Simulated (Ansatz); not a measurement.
## The perfect armchair MoS2 nanoribbon (N = 5, bare edges)

What gap, if any, does the armchair MoS2 nanoribbon (N = 5, bare edges) have, and how does it change under strain?

Program: Ansatz 0.2.0. Level of theory: DFT PBE, plane waves, PAW; relaxation of a wire's period, in the first sound run; inputs show where later runs differ. Results are calculated unless marked as measured.

**1. Starting point**

The cell holds 15 atoms: 5 Mo and 10 S. Cell: a = 13.360 Å, b = 10.120 Å, c = 5.508 Å, α = 90.0°, β = 90.0°, γ = 90.0°. Vacuum lies along a and b. The structure's axis is c.

Structure file:

```cif
data_structure
_symmetry_space_group_name_H-M 'P 1'
_symmetry_Int_Tables_number 1
_cell_length_a 13.3600
_cell_length_b 10.1200
_cell_length_c 5.5079
_cell_angle_alpha 90.000
_cell_angle_beta 90.000
_cell_angle_gamma 90.000
_cell_volume 744.69
loop_
_atom_site_label
_atom_site_type_symbol
_atom_site_fract_x
_atom_site_fract_y
_atom_site_fract_z
_atom_site_occupancy
Mo1 Mo 0.26198 0.50000 0.00000 1
Mo2 Mo 0.50000 0.50000 0.00000 1
Mo3 Mo 0.73802 0.50000 0.00000 1
S4 S 0.26198 0.65415 0.33333 1
S5 S 0.26198 0.34585 0.33333 1
S6 S 0.50000 0.65415 0.33333 1
S7 S 0.50000 0.34585 0.33333 1
S8 S 0.73802 0.65415 0.33333 1
S9 S 0.73802 0.34585 0.33333 1
Mo10 Mo 0.38099 0.50000 0.50000 1
Mo11 Mo 0.61901 0.50000 0.50000 1
S12 S 0.38099 0.65415 0.83333 1
S13 S 0.38099 0.34585 0.83333 1
S14 S 0.61901 0.65415 0.83333 1
S15 S 0.61901 0.34585 0.83333 1
```

**2. Relaxing the period**

Band widths follow the bond lengths, so the wire is relaxed first. The atoms and the third cell vector are free; the box across stays fixed as vacuum. Moments are seeded so that a magnetic state can form if it lies lower. A Fermi-Dirac smearing is set since the result may be a metal. The pressure printed is a third of the stress's trace over the whole box, vacuum included; only the stress along the axis is relaxed.

input.yaml

```yaml
crystal:
  lattice:
    - [13.36, 0.0, 0.0]
    - [0.0, 10.12, 0.0]
    - [0.0, 0.0, 5.5079215681]
  atoms:
    - { symbol: Mo, position: [0.261976048, 0.5, 0.0], spin: 0.3 }
    - { symbol: Mo, position: [0.5, 0.5, 0.0] }
    - { symbol: Mo, position: [0.738023952, 0.5, 0.0], spin: 0.3 }
    - { symbol: S, position: [0.261976048, 0.654150198, 0.333333333] }
    - { symbol: S, position: [0.261976048, 0.345849802, 0.333333333] }
    - { symbol: S, position: [0.5, 0.654150198, 0.333333333] }
    - { symbol: S, position: [0.5, 0.345849802, 0.333333333] }
    - { symbol: S, position: [0.738023952, 0.654150198, 0.333333333] }
    - { symbol: S, position: [0.738023952, 0.345849802, 0.333333333] }
    - { symbol: Mo, position: [0.380988024, 0.5, 0.5] }
    - { symbol: Mo, position: [0.619011976, 0.5, 0.5] }
    - { symbol: S, position: [0.380988024, 0.654150198, 0.833333333] }
    - { symbol: S, position: [0.380988024, 0.345849802, 0.833333333] }
    - { symbol: S, position: [0.619011976, 0.654150198, 0.833333333] }
    - { symbol: S, position: [0.619011976, 0.345849802, 0.833333333] }
magnetization:
  spin_polarized: true
kpoints:
  mp_grid: { grid: [1, 1, 15] }
scf:
  occupations: { method: fermi_dirac, width: 0.05 }
hamiltonian:
  xc: pbe
relax:
  cell: { fix: [a, b, alpha, beta, gamma] }
  max_steps: 45
  f_tol: 0.03
```

The run is started by

```sh
$ ansatz run input.yaml --threads 4 --pin off --max-ram 16384MiB --backend cpu --events-out ev --progress --plain --runs-dir out
```

Numbers of over 12 decimals in the logs are rounded to 6 here.

What it wrote:

```text
Engine: ansatz 0.2.0, x86_64-unknown-linux-gnu
Pseudopotentials: kind: paw
Pseudopotential: Mo, paw, valence charge 14, recommended cutoff 420 eV (normal), Mo.paw.azcp
Pseudopotential: S, paw, valence charge 6, recommended cutoff 420 eV (normal), S.paw.azcp
Functional definition: PBE
  parameter kappa = 0.804
  parameter beta = 0.066725
  exchange = pbe_x(kappa = kappa, mu = beta*pi^2/3)
  correlation = pbe_c(beta = beta)
Crystal: 15 atoms, lattice volume = 744.689 Å³
Basis set: ecut = 420 eV, 14535 PW (Γ), exchange–correlation on 180×144×80 points (8 copies of the dense FFT grid, shifted against one another)
Bands: 81, of which v1, the nominal top of the filled ones, is band 65 counted from 1 (64 counted from 0)
Symmetry: 4 space group operations
Space group: Pmm2 (ITA 25), of the structure as read, at distance tolerance 9.1e-5 Å
Magnetic group: BNS 25.57 (UNI 155), of the structure as read, at distance tolerance 9.1e-5 Å
k-points: 8 of 15 (time reversal used)
Non-local potential: Mo, projectors of the file, l = 0: 3, l = 1: 2, l = 2: 2, l = 3: 1
Non-local potential: S, projectors of the file, l = 0: 2, l = 1: 2, l = 2: 2
PAW form: soft (Blöchl's): semilocal exchange-correlation on the pseudo side does not see the compensation charge
PAW one-centre angular grid: Mo, 590 points (default); XC on 64 Gauss nodes
PAW one-centre angular grid: S, 110 points (default); XC on 64 Gauss nodes
Initial density: superposition of atomic densities (neutral atoms: chi_scale 0, normalization atom)
Starting moments: Σ|m| = 0.6 μB on 2 of 15 sites
Initial wavefunctions: pseudopotential atomic-orbital guess
Functional: x = pbe(κ = 0.804, μ = 0.219515), c = pbe(β = 0.066725)
SCF iter   1: F=—  HF=-33813.631519 eV  |F-HF|=—  |Δ(HF+E_count)|=         —  Δρ=2.84e-2 (↑2.84e-2 ↓2.74e-2)  dr2=4.17e1  dr2_m=8.78e-3  M=0.149 μB ∫|m|=0.535 μB  β_m=0.30  ethr=3.10e-3  ⟨swp⟩=8.6  Hψ=5945  notcnv=0
Mixer restart at iter 1: flushing history
preconditioner: auto → LDOS  [metal: Δε(μ)=0.079 eV  Ē_g=7.767 eV  σ=0.050 eV  W_gap=0.37  n_scr=108 (ndim 8)  ℏωp=12.9 eV  f_vac=0.523  D(μ)=2.76/eV (n_scr^D=8)]
spin=Collinear: LDOS preconditioning applied to the charge; magnetization (m = ρ↑ − ρ↓) channel mixes plain (no charge-response kernel on spin).
SCF iter   2: F=—  HF=-33806.428318 eV  |F-HF|=—  |Δ(HF+E_count)|=    7.20e0  Δρ=1.14e-2 (↑1.14e-2 ↓1.08e-2)  dr2=6.69e0  dr2_m=5.86e-3  M=0.042 μB ∫|m|=0.552 μB  β_m=0.34  ethr=3.10e-3  ⟨swp⟩=3.0  Hψ=2910  notcnv=0  defer=52
preconditioner: auto → Resta (q_TF=auto, 2.040 Å⁻¹)  ε∞=4.4  [insulator: Δε(μ)=0.248 eV  Ē_g=7.008 eV  σ=0.050 eV  W_gap=0.84  n_scr=108 (ndim 8)  ℏωp=12.9 eV  f_vac=0.531  D(μ)=1.01/eV (n_scr^D=2)  ε∞_Penn≈4.4  vacuum switching on, ρ_ref=3.6e-3 e/Å³]
spin=Collinear: Resta preconditioning applied to the charge; magnetization (m = ρ↑ − ρ↓) channel mixes plain (no charge-response kernel on spin).
SCF iter   3: F=—  HF=-33805.663447 eV  |F-HF|=—  |Δ(HF+E_count)|=   7.65e-1  Δρ=6.93e-3 (↑6.89e-3 ↓6.93e-3)  dr2=1.40e0  dr2_m=2.14e-3  M=0.079 μB ∫|m|=0.517 μB  β_m=0.39  ethr=3.10e-3  ⟨swp⟩=3.1  Hψ=2208  notcnv=0  defer=42
SCF iter   4: F=—  HF=-33805.463501 eV  |F-HF|=—  |Δ(HF+E_count)|=   2.00e-1  Δρ=3.91e-3 (↑3.82e-3 ↓3.91e-3)  dr2=4.46e-1  dr2_m=1.07e-3  M=0.068 μB ∫|m|=0.479 μB  β_m=0.51  ethr=1.08e-3  ⟨swp⟩=2.9  Hψ=1837  notcnv=0  defer=42
SCF iter   5: F=—  HF=-33805.478576 eV  |F-HF|=—  |Δ(HF+E_count)|=   1.51e-2  Δρ=2.65e-3 (↑2.65e-3 ↓2.59e-3)  dr2=4.78e-1  dr2_m=5.63e-4  M=0.041 μB ∫|m|=0.418 μB  β_m=0.42  ethr=3.43e-4  ⟨swp⟩=3.1  Hψ=2190  notcnv=0  defer=42
SCF iter   6: F=—  HF=-33805.437110 eV  |F-HF|=—  |Δ(HF+E_count)|=   4.15e-2  Δρ=7.22e-4 (↑7.20e-4 ↓7.22e-4)  dr2=1.86e-2  dr2_m=3.65e-4  M=0.048 μB ∫|m|=0.387 μB  β_m=0.53  ethr=3.43e-4  ⟨swp⟩=2.9  Hψ=1844  notcnv=0  defer=48
SCF iter   7: F=—  HF=-33805.441390 eV  |F-HF|=—  |Δ(HF+E_count)|=         —  Δρ=5.61e-4 (↑5.61e-4 ↓5.54e-4)  dr2=5.42e-3  dr2_m=1.45e-3  M=0.021 μB ∫|m|=0.247 μB  β_m=0.53  ethr=1.43e-5  ⟨swp⟩=2.0  Hψ=2164  notcnv=0  defer=48
SCF iter   8: F=—  HF=-33805.442023 eV  |F-HF|=—  |Δ(HF+E_count)|=   6.33e-4  Δρ=3.59e-4 (↑3.59e-4 ↓3.42e-4)  dr2=1.23e-3  dr2_m=7.00e-4  M=0.016 μB ∫|m|=0.194 μB  β_m=0.77  ethr=4.17e-6  ⟨swp⟩=1.9  Hψ=1791  notcnv=0  defer=48
SCF iter   9: F=—  HF=-33805.442592 eV  |F-HF|=—  |Δ(HF+E_count)|=   5.69e-4  Δρ=1.60e-4 (↑1.60e-4 ↓1.34e-4)  dr2=4.19e-4  dr2_m=1.14e-4  M=0.007 μB ∫|m|=0.092 μB  β_m=0.83  ethr=9.47e-7  ⟨swp⟩=2.5  Hψ=2616  notcnv=0  defer=48
SCF iter  10: F=—  HF=-33805.442652 eV  |F-HF|=—  |Δ(HF+E_count)|=   6.05e-5  Δρ=8.23e-5 (↑6.43e-5 ↓8.23e-5)  dr2=2.88e-5  dr2_m=3.39e-5  M=0.004 μB ∫|m|=0.052 μB  β_m=0.91  ethr=3.23e-7  ⟨swp⟩=2.0  Hψ=2024  notcnv=0  defer=48
SCF iter  11: F=—  HF=-33805.442714 eV  |F-HF|=—  |Δ(HF+E_count)|=   6.13e-5  Δρ=3.36e-5 (↑3.36e-5 ↓3.02e-5)  dr2=2.97e-5  dr2_m=4.43e-6  M=0.002 μB ∫|m|=0.019 μB  β_m=0.95  ethr=2.22e-8  ⟨swp⟩=2.5  Hψ=2419  notcnv=0  defer=48
SCF iter  12: F=—  HF=-33805.442719 eV  |F-HF|=—  |Δ(HF+E_count)|=   5.74e-6  Δρ=2.36e-5 (↑2.36e-5 ↓2.12e-5)  dr2=3.73e-5  dr2_m=6.42e-7  M=0.001 μB ∫|m|=0.007 μB  β_m=0.74  ethr=2.22e-8  ⟨swp⟩=2.0  Hψ=2312  notcnv=0  defer=48
SCF iter  13: F=—  HF=-33805.442719 eV  |F-HF|=—  |Δ(HF+E_count)|=   6.15e-7  Δρ=1.40e-5 (↑1.28e-5 ↓1.40e-5)  dr2=1.17e-5  dr2_m=4.22e-7  M=0.000 μB ∫|m|=0.005 μB  β_m=0.64  ethr=2.22e-8  ⟨swp⟩=2.0  Hψ=1850  notcnv=0  defer=48
SCF iter  14: F=—  HF=-33805.442719 eV  |F-HF|=—  |Δ(HF+E_count)|=   1.09e-7  Δρ=6.37e-6 (↑4.69e-6 ↓6.37e-6)  dr2=6.15e-7  dr2_m=1.44e-7  M=0.000 μB ∫|m|=0.003 μB  β_m=0.79  ethr=8.99e-9  ⟨swp⟩=2.1  Hψ=1761  notcnv=0  defer=48
SCF iter  15: F=—  HF=-33805.442719 eV  |F-HF|=—  |Δ(HF+E_count)|=   4.11e-7  Δρ=3.04e-6 (↑2.58e-6 ↓3.04e-6)  dr2=1.65e-7  dr2_m=3.85e-8  M=0.000 μB ∫|m|=0.001 μB  β_m=0.88  ethr=4.73e-10  ⟨swp⟩=2.0  Hψ=2374  notcnv=0  defer=48
SCF iter  16: F=—  HF=-33805.442719 eV  |F-HF|=—  |Δ(HF+E_count)|=   8.50e-8  Δρ=2.55e-6 (↑2.43e-6 ↓2.55e-6)  dr2=3.46e-7  dr2_m=1.28e-8  M=0.000 μB ∫|m|=0.001 μB  β_m=0.71  ethr=1.27e-10  ⟨swp⟩=2.0  Hψ=2284  notcnv=0  defer=48
SCF iter  17: F=—  HF=-33805.442719 eV  |F-HF|=—  |Δ(HF+E_count)|=   7.76e-9  Δρ=1.25e-6 (↑1.25e-6 ↓1.21e-6)  dr2=5.72e-8  dr2_m=5.29e-9  M=0.000 μB ∫|m|=0.001 μB  β_m=0.86  ethr=1.27e-10  ⟨swp⟩=2.0  Hψ=1545  notcnv=0  defer=48
SCF iter  18: F=—  HF=-33805.442719 eV  |F-HF|=—  |Δ(HF+E_count)|=   6.35e-9  Δρ=5.69e-7 (↑3.78e-7 ↓5.69e-7)  dr2=7.82e-9  dr2_m=9.07e-10  M=0.000 μB ∫|m|=0.000 μB  β_m=0.78  ethr=4.40e-11  ⟨swp⟩=2.0  Hψ=2248  notcnv=0  defer=48
[...]
iter 1 solved again at ethr=1.93e-7 eV; its pass at ethr=3.10e-3 eV (dr2=2.51e-4 eV) is discarded
SCF iter   1: F=—  HF=-33806.221617 eV  |F-HF|=—  |Δ(HF+E_count)|=         —  Δρ=5.37e-6 (↑5.37e-6 ↓5.37e-6)  dr2=1.30e-7  dr2_m=2.99e-11  M=0.000 μB ∫|m|=0.000 μB  β_m=0.65  ethr=1.93e-7  ⟨swp⟩=4.1  Hψ=10170  notcnv=0
eigensolver tolerance schedule: the retry pair's looser diagonalisation over-reported the residual by 1924.91 of it (diagonalisation noise at 0.14 of the residual, at the tolerance the schedule requests for it); recorded, not acted on — ethr = c·dr2/N_el stays at c = 1.0e-1
preconditioner: auto → Resta (q_TF=auto, 2.044 Å⁻¹)  ε∞=4.5  [insulator: Δε(μ)=0.525 eV  Ē_g=6.940 eV  σ=0.050 eV  W_gap=0.99  n_scr=108 (ndim 8)  ℏωp=13.0 eV  f_vac=0.546  D(μ)=0.38/eV (n_scr^D=0)  ε∞_Penn≈4.5  vacuum switching on, ρ_ref=3.5e-3 e/Å³]
spin=Collinear: Resta preconditioning applied to the charge; magnetization (m = ρ↑ − ρ↓) channel mixes plain (no charge-response kernel on spin).
SCF iter   2: F=—  HF=-33806.221630 eV  |F-HF|=—  |Δ(HF+E_count)|=   1.32e-5  Δρ=1.88e-6 (↑1.88e-6 ↓1.87e-6)  dr2=2.08e-8  dr2_m=1.48e-11  M=0.000 μB ∫|m|=0.000 μB  β_m=0.58  ethr=1.00e-10  ⟨swp⟩=3.8  Hψ=3064  notcnv=0
SCF iter   3: F=—  HF=-33806.221630 eV  |F-HF|=—  |Δ(HF+E_count)|=   1.71e-8  Δρ=6.89e-7 (↑6.89e-7 ↓6.89e-7)  dr2=1.06e-8  dr2_m=6.78e-12  M=0.000 μB ∫|m|=0.000 μB  β_m=0.61  ethr=1.60e-11  ⟨swp⟩=2.0  Hψ=1900  notcnv=0
SCF iter   4: F=—  HF=-33806.221630 eV  |F-HF|=—  |Δ(HF+E_count)|=   2.11e-9  Δρ=3.76e-7 (↑3.76e-7 ↓3.63e-7)  dr2=1.01e-8  dr2_m=3.30e-12  M=0.000 μB ∫|m|=0.000 μB  β_m=0.52  ethr=8.14e-12  ⟨swp⟩=2.0  Hψ=1842  notcnv=0
SCF iter   5: F=—  HF=-33806.221630 eV  |F-HF|=—  |Δ(HF+E_count)|=  6.18e-10  Δρ=1.30e-7 (↑1.30e-7 ↓1.17e-7)  dr2=8.87e-10  dr2_m=1.89e-12  M=0.000 μB ∫|m|=0.000 μB  β_m=0.63  ethr=7.79e-12  ⟨swp⟩=1.0  Hψ=1296  notcnv=0
SCF iter   6: F=—  HF=-33806.221630 eV  |F-HF|=—  |Δ(HF+E_count)|=  1.46e-11  Δρ=9.26e-8 (↑8.56e-8 ↓9.26e-8)  dr2=5.36e-10  dr2_m=9.54e-13  M=0.000 μB ∫|m|=0.000 μB  β_m=0.50  ethr=1.00e-12  ⟨swp⟩=2.0  Hψ=1790  notcnv=0
SCF iter   7: F=—  HF=-33806.221630 eV  |F-HF|=—  |Δ(HF+E_count)|=  5.09e-11  Δρ=2.40e-8 (↑1.66e-8 ↓2.40e-8)  dr2=1.29e-11  dr2_m=5.69e-13  M=0.000 μB ∫|m|=0.000 μB  β_m=0.64  ethr=1.00e-12  ⟨swp⟩=1.0  Hψ=1296  notcnv=0
SCF iter   8: F=-33806.221630 eV  HF=-33806.221630 eV  |F-HF|=1.16e-10  |Δ(HF+E_count)|=  1.46e-11  Δρ=3.94e-8 (↑3.12e-8 ↓3.94e-8)  dr2=1.15e-10  dr2_m=1.49e-13  M=0.000 μB ∫|m|=0.000 μB  ethr=1.00e-12  ⟨swp⟩=2.8  Hψ=3652  notcnv=0
the starting moments were not kept: the SCF closed with an absolute magnetisation of 3.2e-6 μB, where they sum to 0.6 μB in size (2 sites). That is at most 0.1 of that sum. Measured as dr2_m measures the in/out step, that magnetisation stands 4.3e-13 eV from none, at or under the dr2_threshold of 1.5e-10 eV: it is no larger than a step whose dr2_m would equal this threshold.
SCF 7 converged in 8 iterations: F = -33806.221630 eV  dr2 = 1.15e-10
relax step   7: F+E_penalty+E_count = -33806.22162982 eV  Δ(F+E_penalty+E_count) = +3.082e-4 eV  max|allowed force component| = 1.062e-2 eV/Å  Δτ_max = 0.0000 Å  P = +0.017 GPa  Ω = 735.999 Å³  fix = [a, b, alpha, beta, gamma]  reactions: a +0.007, b +0.038 GPa  stress off target by 6.26e-3 GPa on what of the cell is left free  SCF on the basis re-selected at this cell (its energy is not comparable with the rows above)  (8 SCF iters)
basis re-selected at this cell: Δ(F+E_penalty+E_count) = +3.082e-4 eV, ΔP = +0.000 GPa vs the last step (what re-selecting the basis moved, of the pressure what is left beyond the Pulay correction that the steps carried, after the strain that the cell walked since its last selection, with what the two solves' SCF thresholds leave and, on support functions, any second-order correction that the steps lacked; it is no m [...]
SCF converged after 8 iterations
Magnetization: 0.0000 μB (65.0000 up, 65.0000 down)
Absolute magnetization: 0.0000 μB (∫|ρ↑−ρ↓|, with the PAW one-centre terms)
Spin contamination: 0.0000 ħ² per cell (⟨S²⟩ above its minimum at these occupations)
Per-site moments (μB) at R_I (Å): [(4.544800322160371e-7, 0.943645), (-1.502730704504768e-7, 0.994720), (4.5448003218307107e-7, 0.943645), (-9.140749206978318e-8, 0.943645), (-9.140749204195806e-8, 0.943645), (2.601388822785797e-8, 0.994720), (2.6013888295823293e-8, 0.994720), (-9.140749207870289e-8, 0.943645), (-9.140749205486863e-8, 0.943645), (-2.4022321452307633e-7, 0.977136), (-2.402232144876631e-7, 0.977136), (-1.8691519853873215e-9, 0.977136), (-1.8691519516671413e-9, 0.977136), (-1.8691519685688748e-9, 0.977136), (-1.8691519258359836e-9, 0.977136)]
Free energy (F): -33806.221630 eV
Harris-Foulkes:  -33806.221630 eV  (|F-HF|=1.16e-10)
Internal energy: -33806.215118 eV  (E = F + TS)
E sigma→0 (E₀):  -33806.218374 eV
Entropy (-TS):   -0.006512 eV (-0.434 meV/atom)
Fermi energy:    0.586687 eV
--- Per-component energies (eV) ---
  E_band       = -2065.775675
  E_kinetic    = 3268.375419
  E_local      = -34039.780627  (includes V_loc(G=0)·N_el)
  E_nonlocal   = 999.323315
  E_hartree    = 15242.731730
  E_xc         = -1882.890564
  E_vxc        = -2011.379222  (∫ρ·V_xc dr)
  E_paw        = -22008.440255  (= ΣΔE_a)
  E_vpaw       = -767.777952  (= ΣTr[D̂ρ^β])
  E_aug_tail   = 0.000216  (compensation charges beyond the density's cutoff)
  E_ewald      = 4614.465647
  E_smearing   = -0.006512  (= −TS)
  E_closure    = 0.000000  (closes the sum)
  Σ components = -33806.221630   (vs F -33806.221630, Δ=0.00e0)
--- Forces (eV/Å), atoms counted from 1 ---
  atom   1  Mo    -0.01061830    -0.00000000     0.00157132
  atom   2  Mo     0.00000000     0.00000000    -0.00787265
  atom   3  Mo     0.01061830    -0.00000000     0.00157132
  atom   4  S      0.00224014    -0.00280780    -0.00229407
  atom   5  S      0.00224014     0.00280780    -0.00229407
  atom   6  S      0.00000000     0.00050337    -0.00126876
  atom   7  S      0.00000000    -0.00050337    -0.00126876
  atom   8  S     -0.00224014    -0.00280780    -0.00229407
  atom   9  S     -0.00224014     0.00280780    -0.00229407
  atom  10  Mo     0.00105412    -0.00000000     0.00076406
  atom  11  Mo    -0.00105412    -0.00000000     0.00076406
  atom  12  S      0.00534624    -0.00079155     0.00372711
  atom  13  S      0.00534624     0.00079155     0.00372711
  atom  14  S     -0.00534624    -0.00079155     0.00372711
  atom  15  S     -0.00534624     0.00079155     0.00372711
  max |Σ_I F_I| component: 7.25e-6 eV/Å
--- Stress (GPa, compression-positive) ---
        0.007237      -0.000000      -0.000000
       -0.000000       0.037921       0.000000
       -0.000000       0.000000       0.006264
  P = ⅓ Tr σ = 0.0171 GPa (0.171 kbar)
--- Relaxed structure (6 steps of the walk, 6 accepted, 1 SCFs on fresh bases) ---
  F+E_penalty+E_count = -33806.22162982 eV   max|allowed force component| = 1.062e-2 eV/Å   (the final SCF, on the basis selected at the relaxed cell)
  cell:  # Å, volume = 735.9993 Å³
    - [13.36, 0, 0]
    - [0, 10.12, 0]
    - [0, 0, 5.443653]
  atoms:
    - { symbol: Mo, position: [0.275268, 0.5, 0.021891] }
    - { symbol: Mo, position: [0.5, 0.5, -0.011638] }
    - { symbol: Mo, position: [0.724732, 0.5, 0.021891] }
    - { symbol: S, position: [0.255151, 0.653949, 0.325622] }
    - { symbol: S, position: [0.255151, 0.346051, 0.325622] }
    - { symbol: S, position: [0.5, 0.648260, 0.335155] }
    - { symbol: S, position: [0.5, 0.351740, 0.335155] }
    - { symbol: S, position: [0.744849, 0.653949, 0.325622] }
    - { symbol: S, position: [0.744849, 0.346051, 0.325622] }
    - { symbol: Mo, position: [0.374103, 0.5, 0.508371] }
    - { symbol: Mo, position: [0.625897, 0.5, 0.508371] }
    - { symbol: S, position: [0.381337, 0.658601, 0.827913] }
    - { symbol: S, position: [0.381337, 0.341399, 0.827913] }
    - { symbol: S, position: [0.618663, 0.658601, 0.827913] }
    - { symbol: S, position: [0.618663, 0.341399, 0.827913] }
```

Run time: 2.5 min. Hardware: 4 threads of AMD EPYC 9R14 (Zen 4), shared host; peak memory 1.9 GiB.

Relaxation path:

```
step  energy less that of the first step (eV)  largest force component (eV/Å)  pressure (GPa)  volume (Å³)
   1                                   0.0000                          1.9514           -1.40       744.69
   2                                  -0.6948                          0.8520            0.27       734.29
   3                                  -0.7618                          0.2442            0.05       734.06
   4                                  -0.7757                          0.1399            0.05       733.80
   5                                  -0.7771                          0.0692           -0.07       737.81
   6                                  -0.7792                          0.0106            0.02       736.00
  7*                                  -0.7789                          0.0106            0.02       736.00
```

Relaxation steps marked * repeat the geometry before them on a plane-wave basis chosen anew for their cell, so energy and pressure can jump there.

Forces are held to the 4 operations that the run works with; a distortion that breaks them can't arise in this run.

```
cell as run  before  after  change
      c (Å)   5.508  5.444  -1.2 %
```

The atoms that moved most (Å, along periodic axes as changes of fractional coordinates times the final cell, across vacuum about the mean position):

```
atom      dx      dy      dz  length
 Mo1   0.178   0.000   0.119   0.214
 Mo3  -0.178   0.000   0.119   0.214
Mo10  -0.092   0.000   0.046   0.103
Mo11   0.092   0.000   0.046   0.103
  S4  -0.091  -0.002  -0.042   0.100
  S5  -0.091   0.002  -0.042   0.100
  S8   0.091  -0.002  -0.042   0.100
  S9   0.091   0.002  -0.042   0.100
```

This step gave:

- energy at zero smearing: -33806.2184 eV
- cell length along the wire: 5.444 Å

The cell's length comes to 5.444 Å with no moment.

(Part 1 of 3 ends here.)

[Logs are printed without paths, hosts, clocks, repeated set-up lines and the standing remarks that a program may print on its own settings, such as how far it seeks lower states.]

[Hosts, paths, dates, database ids (printed as entryN), source tags and the programs' standing remarks are cut or masked in the printed files.]
